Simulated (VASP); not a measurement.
# P in VASP: further runs

Runs on P. Level: PBE+D3(BJ). Tasks: relaxation of cell and atoms.

Everything below comes from runs of VASP 6.6.1. Logs are shortened: lines on timing, memory, paths and dates and some standing lists are left out, and cuts for length are marked.

## 1. The structure

The cell holds a slab with vacuum, 8 atoms: a = 3.316 Å, b = 4.379 Å, c = 25.373 Å, α = 90.00°, β = 90.00°, γ = 90.00°.

The slab is cut from a database's or a generator's crystal, which needn't be the stable form of the element.

## 2. Relaxation of cell and atoms, PBE+D3(BJ)

INCAR

```
PREC = Accurate
ENCUT = 600
EDIFF = 1E-6
ISMEAR = 0
SIGMA = 0.03
LREAL = F
LASPH = T
NELM = 80
ALGO = Normal
ISIF = 3
LWAVE = F
LCHARG = F
GGA = PE
IVDW = 12
IBRION = 2
NSW = 90
EDIFFG = -0.01
LATTICE_CONSTRAINTS = .TRUE. .TRUE. .FALSE.
KPAR = 4
```

KPOINTS

```
Automatic mesh
0
Gamma
  10 8 1
```

POSCAR

```
P
1.0
    3.3164000000      0.0000000000      0.0000000000
    0.0000000000      4.3793000000      0.0000000000
    0.0000000000      0.0000000000     25.3727681600
P
8
Direct
    0.0000000000      0.5806800000      0.3547110000
    0.5000000000      0.9193200000      0.3547110000
    0.5000000000      0.0806800000      0.4386895500
    0.0000000000      0.4193200000      0.4386895500
    0.5000000000      0.5806800000      0.5613104500
    0.0000000000      0.9193200000      0.5613104500
    0.0000000000      0.0806800000      0.6452890000
    0.5000000000      0.4193200000      0.6452890000
```

Potentials or basis: VASP PAW PBE potentials, release 64 (P).

Run with:

```
$ cat potpaw_PBE.64/P/POTCAR > POTCAR
$ mpirun -np 4 vasp_std > vasp.out
```

OUTCAR:

```text
PREC = Accurate
   ENCUT = 600
   EDIFF = 1E-6
   ISMEAR = 0
   LREAL = F
   LASPH = T
   NELM = 80
   ISIF = 3
   GGA = PE
   IVDW = 12
   IBRION = 2
   NSW = 90
   EDIFFG = -0.01
 IVDW          = 12

 ion  position               nearest neighbor table
   1  0.000  0.581  0.355-   2 2.22   2 2.22   4 2.24
   2  0.500  0.919  0.355-   1 2.22   1 2.22   3 2.24
   3  0.500  0.081  0.439-   4 2.22   4 2.22   2 2.24
   4  0.000  0.419  0.439-   3 2.22   3 2.22   1 2.24
   5  0.500  0.581  0.561-   6 2.22   6 2.22   8 2.24
   6  0.000  0.919  0.561-   5 2.22   5 2.22   7 2.24
   7  0.000  0.081  0.645-   8 2.22   8 2.22   6 2.24
   8  0.500  0.419  0.645-   7 2.22   7 2.22   5 2.24

  LATTYP: Found a simple orthorhombic cell.
 ALAT       =     3.3164000000
 B/A-ratio  =     1.3204981305
 C/A-ratio  =     7.6506959836

  Lattice vectors:

 A1 = (   3.3164000000,   0.0000000000,   0.0000000000)
 A2 = (   0.0000000000,   4.3793000000,   0.0000000000)
 A3 = (   0.0000000000,   0.0000000000,  25.3727681600)

Analysis of symmetry for initial positions (statically):
=====================================================================
 Subroutine PRICEL returns:
 Original cell was already a primitive cell.

 Routine SETGRP: Setting up the symmetry group for a
 simple orthorhombic supercell.

 Subroutine GETGRP returns: Found  8 space group operations
 (whereof  2 operations were pure point group operations)
 out of a pool of  8 trial point group operations.

The static configuration has the point symmetry C_1h.
 The point group associated with its full space group is D_2h.

Analysis of symmetry for dynamics (positions and initial velocities):
=====================================================================
 Subroutine PRICEL returns:
 Original cell was already a primitive cell.

 Routine SETGRP: Setting up the symmetry group for a
 simple orthorhombic supercell.

 Subroutine GETGRP returns: Found  8 space group operations
 (whereof  2 operations were pure point group operations)
 out of a pool of  8 trial point group operations.

The dynamic configuration has the point symmetry C_1h.
 The point group associated with its full space group is D_2h.

 Subroutine INISYM returns: Found  8 space group operations
 (whereof  2 operations are pure point group operations),
 and found     1 'primitive' translations

----------------------------------------------------------------------------------------

                                     Primitive cell

  volume of cell :     368.5017

  direct lattice vectors                    reciprocal lattice vectors
     3.316400000  0.000000000  0.000000000     0.301531781  0.000000000  0.000000000
     0.000000000  4.379300000  0.000000000     0.000000000  0.228346996  0.000000000
     0.000000000  0.000000000 25.372768160     0.000000000  0.000000000  0.039412333

  length of vectors
     3.316400000  4.379300000 25.372768160     0.301531781  0.228346996  0.039412333

  position of ions in fractional coordinates (direct lattice)
     0.000000000  0.580680000  0.354711000
     0.500000000  0.919320000  0.354711000
     0.500000000  0.080680000  0.438689550
     0.000000000  0.419320000  0.438689550
     0.500000000  0.580680000  0.561310450
     0.000000000  0.919320000  0.561310450
     0.000000000  0.080680000  0.645289000
     0.500000000  0.419320000  0.645289000

  ion indices of the primitive-cell ions
   primitive index   ion index
                 1           1
                 2           2
                 3           3
                 4           4
                 5           5
                 6           6
                 7           7
                 8           8

----------------------------------------------------------------------------------------

 KPOINTS: Automatic mesh

Automatic generation of k-mesh.
 Grid dimensions read from file:
 generate k-points for:   10    8    1

 Generating k-lattice:

  Cartesian coordinates                     Fractional coordinates (reciprocal lattice)
     0.030153178  0.000000000  0.000000000     0.100000000  0.000000000  0.000000000
     0.000000000  0.028543375  0.000000000     0.000000000  0.125000000  0.000000000
     0.000000000  0.000000000  0.039412333     0.000000000  0.000000000  1.000000000

  Length of vectors
     0.030153178  0.028543375  0.039412333

  Shift w.r.t. Gamma in fractional coordinates (k-lattice)
     0.000000000  0.000000000  0.000000000

 Subroutine IBZKPT returns following result:
 ===========================================

 Found     30 irreducible k-points:

 Following reciprocal coordinates:
            Coordinates               Weight
  0.000000  0.000000  0.000000      1.000000
  0.100000  0.000000  0.000000      2.000000
  0.200000  0.000000  0.000000      2.000000
  0.300000  0.000000  0.000000      2.000000
  0.400000  0.000000  0.000000      2.000000
  0.500000  0.000000  0.000000      1.000000
[... 16 lines left out ...]
  0.400000  0.375000  0.000000      4.000000
  0.500000  0.375000  0.000000      2.000000
 [... further k-points ...]
   k-points           NKPTS =     30   k-points in BZ     NKDIM =     30   number of bands    NBANDS=     25
   number of dos      NEDOS =    301   number of ions     NIONS =      8
   total plane-waves  NPLWV = 211680
   dimension x,y,z NGX =    28 NGY =   36 NGZ =  210
   dimension x,y,z NGXF=    56 NGYF=   72 NGZF=  420
   ions per type =               8
   NGX,Y,Z   is equivalent  to a cutoff of  14.04, 13.67, 13.76 a.u.
   NGXF,Y,Z  is equivalent  to a cutoff of  28.07, 27.33, 27.52 a.u.
 SYSTEM =  unknown system
   PREC   = accura    normal or accurate (medium, high low for compatibility)
   ISTART =      0    job   : 0-new  1-cont  2-samecut
   ICHARG =      2    charge: 1-file 2-atom 10-const
   ISPIN  =      1    spin polarized calculation?
   LNONCOLLINEAR =      F non collinear calculations
   LSORBIT =      F    spin-orbit coupling
   LASPH  =      T    aspherical Exc in radial PAW
   ENCUT  =  600.0 eV  44.10 Ry    6.64 a.u.   6.62  8.75 50.68*2*pi/ulx,y,z
   NELM   =     80;   NELMIN=  2; NELMDL= -5     # of ELM steps
   EDIFF  = 0.1E-05   stopping-criterion for ELM
   LREAL  =      F    real-space projection
   EDIFFG = -.1E-01   stopping-criterion for IOM
   NSW    =     90    number of steps for IOM
   IBRION =      2    ionic relax: 0-MD 1-quasi-New 2-CG
   NFREE  =      1    steps in history (QN), initial steepest desc. (CG)
   ISIF   =      3    stress and relaxation
   ISYM   =      2    0-nonsym 1-usesym 2-fastsym
   POTIM  = 0.5000    time-step for ionic-motion
   TEBEG  =    0.0;   TEEND  =   0.0 temperature during run
   PSTRESS=    0.0 pullay stress
   NELECT =      40.0000    total number of electrons
   NUPDOWN=      -1.0000    fix difference up-down
   EMIN   =  10.00;   EMAX   =-10.00  energy-range for DOS
   EFERMI =   0.00;   METHOD = LEGACY
   ISMEAR =     0;   SIGMA  =   0.03  broadening in eV -4-tet -1-fermi 0-gaus
   EFERMI_NEDOS =   21; number of points for ismear=-14 and -15
   IALGO  =     38    algorithm
   IMIX   =      4    mixing-type and parameters
     AMIX     =   0.40;   BMIX     =  1.00
     AMIX_MAG =   1.60;   BMIX_MAG =  1.00
  volume/ion in A,a.u.               =      46.06       310.85
  Fermi-wavevector in a.u.,A,eV,Ry     =   0.780935  1.475754  8.297647  0.609860
  Thomas-Fermi vector in A             =   1.884349
   LORBIT       =      0    0 simple, 1 ext, 2 COOP (PROOUT), +10 PAW based schemes
   GGA     = PE    functional components
   LHFCALC =     F    Hartree Fock is set to
   AEXX    =    0.0000 exact exchange contribution
   IVDW    =    12    specifies the selected vdW correction
   LEPSILON=     F    determine dielectric tensor
   LRPA    =     F    only Hartree local field effects (RPA)
 conjugate gradient relaxation of ions
 non-spin polarized calculation
 Gauss-broadening in eV      SIGMA  =   0.03
  energy-cutoff  :      600.00
  volume of cell :      368.50
 maximum number of plane-waves:     12382
 NGX is ok and might be reduce to    28
   NGX = 13   NGY = 17   NGZ =101

--------------------------------------- Ionic step        1  -------------------------------------------

 number of electron      40.0000000 magnetization

 Free energy of the ion-electron system (eV)
  ---------------------------------------------------
  ext. energy  EPLUGINS =         0.00000000
  ---------------------------------------------------
  free energy    TOTEN  =       -42.91559166 eV

  energy without entropy =      -42.91559166  energy(sigma->0) =      -42.91559166

------------------------ aborting loop because EDIFF is reached ----------------------------------------

 Edisp (eV)   -2.44544

 E8    (eV) :    -0.9593

  FORCE on cell =-STRESS in cart. coord.  units (eV):
  Direction    XX          YY          ZZ          XY          YZ          ZX
  --------------------------------------------------------------------------------------
  -------------------------------------------------------------------------------------
  Total      -1.33826    -0.68616    -0.62336     0.00000     0.00000     0.00000
  in kB      -5.81851    -2.98330    -2.71024     0.00000     0.00000     0.00000
  external pressure =       -3.84 kB  Pullay stress =        0.00 kB
[... 115 lines left out ...]
  FREE ENERGIE OF THE ION-ELECTRON SYSTEM (eV)
  ---------------------------------------------------
  free  energy   TOTEN  =       -45.3661408455 eV

  energy  without entropy=      -45.3661408437  energy(sigma->0) =      -45.36614084

[... ionic steps 4 to 18 ...]

--------------------------------------- Ionic step       19  -------------------------------------------

 number of electron      39.9999996 magnetization

------------------------ aborting loop because EDIFF is reached ----------------------------------------

 Edisp (eV)   -2.52461

 E8    (eV) :    -0.9903
[... 81 lines left out ...]
  energy  without entropy=      -45.3777903949  energy(sigma->0) =      -45.37779070

--------------------------------------- Ionic step       21  -------------------------------------------

 number of electron      39.9999995 magnetization

 Free energy of the ion-electron system (eV)
  ---------------------------------------------------
  ext. energy  EPLUGINS =         0.00000000
  ---------------------------------------------------
  free energy    TOTEN  =       -42.84959803 eV

  energy without entropy =      -42.84959665  energy(sigma->0) =      -42.84959734

 E-fermi :   0.2731     XC(G=0):  -4.5032

 val. band max:        0.2013303060   @ k =   0.0000   0.0000   0.0000
 cond. band min:       0.3449077824   @ k =   0.0000   0.0000   0.0000
 fundamental gap:      0.1435774764
 Fermi energy:         0.2731190606

 k-point     1 :       0.0000    0.0000    0.0000
  band No.  band energies     occupation
      1     -15.6525      2.00000
      2     -15.4878      2.00000
      3     -13.0792      2.00000
      4     -12.6987      2.00000
      5      -9.2345      2.00000
      6      -9.1410      2.00000
[... 661 lines left out ...]
     24       2.2352      0.00000
     25       3.2661      0.00000

 [... further k-points ...]

------------------------ aborting loop because EDIFF is reached ----------------------------------------

 Edisp (eV)   -2.52850

 E8    (eV) :    -0.9918

  FORCE on cell =-STRESS in cart. coord.  units (eV):
  Direction    XX          YY          ZZ          XY          YZ          ZX
  --------------------------------------------------------------------------------------
  -------------------------------------------------------------------------------------
  Total      -0.00501     0.02269     0.03268    -0.00000     0.00000     0.00000
  in kB      -0.02212     0.10026     0.14439    -0.00000     0.00000     0.00000
  external pressure =        0.07 kB  Pullay stress =        0.00 kB
[... 23 lines left out ...]
  FREE ENERGIE OF THE ION-ELECTRON SYSTEM (eV)
  ---------------------------------------------------
  free  energy   TOTEN  =       -45.3781027517 eV

  energy  without entropy=      -45.3781013725  energy(sigma->0) =      -45.37810206

 reached required accuracy - stopping structural energy minimisation
```

It took 16 min on 4 MPI ranks of Intel Xeon Platinum 8488C (Sapphire Rapids), shared host; peak memory 0.66 GiB.

Results:

| Quantity | Value |
| --- | --- |
| Free energy | -45.3781 eV |
| Relaxed volume | 45.33 Å³/atom |
| Relaxed cell | a = 3.302 Å, b = 4.328 Å, c = 25.373 Å, α = 90.00°, β = 90.00°, γ = 90.00° |
| Space group after relaxing (to 0.05 Å) | Pbcm (No. 57) |
| Energy gained by relaxing | 2.1 meV/atom |
| Ionic steps | 21 |
| Largest force after relaxing | 0.006 eV/Å |
| Band gap on the k mesh | 0.14 eV, direct |
| Dispersion energy per atom | -0.316 eV |

Forces on the atoms (eV/Å):
```
P    0.000  0.003 -0.005
P    0.000 -0.003 -0.005
P    0.000 -0.002  0.006
P    0.000  0.002  0.006
P    0.000 -0.002 -0.006
P    0.000  0.002 -0.006
P    0.000  0.003  0.005
P    0.000 -0.003  0.005
```

The path:
```tsv
step	energy change (eV)	largest force (eV/Å)	pressure (GPa)	volume (Å³)
1	0.0000	0.0448	-0.38	368.50
2	-0.0042	0.1081	0.08	364.02
3	-0.0051	0.0866	-0.07	365.35
4	-0.0064	0.0460	-0.08	364.89
5	-0.0065	0.0497	-0.09	364.72
6	-0.0075	0.0346	-0.10	364.30
7	-0.0094	0.0658	-0.13	363.03
8	-0.0083	0.1318	-0.18	360.49
9	-0.0097	0.0897	-0.15	362.16
10	-0.0105	0.0772	-0.14	361.91
11	-0.0119	0.0394	-0.09	361.17
12	-0.0120	0.0443	-0.08	360.95
13	-0.0126	0.0300	-0.04	360.80
14	-0.0132	0.0584	0.06	360.41
15	-0.0135	0.0564	0.05	360.54
16	-0.0143	0.0511	0.03	360.93
17	-0.0154	0.0766	0.00	361.70
18	-0.0155	0.1289	-0.07	363.25
19	-0.0158	0.1032	-0.03	362.49
20	-0.0168	0.0514	-0.01	362.57
21	-0.0171	0.0062	0.01	362.63
```

Final structure:
```
P
1.0
     3.30249    0.00000    0.00000
     0.00000    4.32773    0.00000
     0.00000    0.00000   25.37277
P
8
Direct
  0.00000 0.57898 0.35747
  0.50000 0.92102 0.35747
  0.50000 0.07839 0.44167
  0.00000 0.42161 0.44167
  0.50000 0.57839 0.55833
  0.00000 0.92161 0.55833
  0.00000 0.07898 0.64253
  0.50000 0.42102 0.64253
```

Levels at points of the mesh, in eV from the valence-band top:
| k point | band 18 | band 19 | band 20 | band 21 | band 22 | band 23 |
| --- | --- | --- | --- | --- | --- | --- |
| (0.00, 0.00, 0.00) | -2.23 | -0.98 | 0.00 | 0.14 | 0.80 | 0.81 |
| (0.50, 0.00, 0.00) | -2.79 | -2.42 | -2.42 | 0.78 | 0.78 | 0.86 |
| (0.00, 0.50, 0.00) | -1.46 | -1.21 | -1.21 | 1.52 | 1.52 | 1.58 |
| (0.50, 0.50, 0.00) | -2.04 | -2.04 | -2.04 | 1.97 | 1.97 | 1.97 |

PBE gaps usually lie below the measured ones, often by a third to a half.

(Part 1 of 2 ends here.)
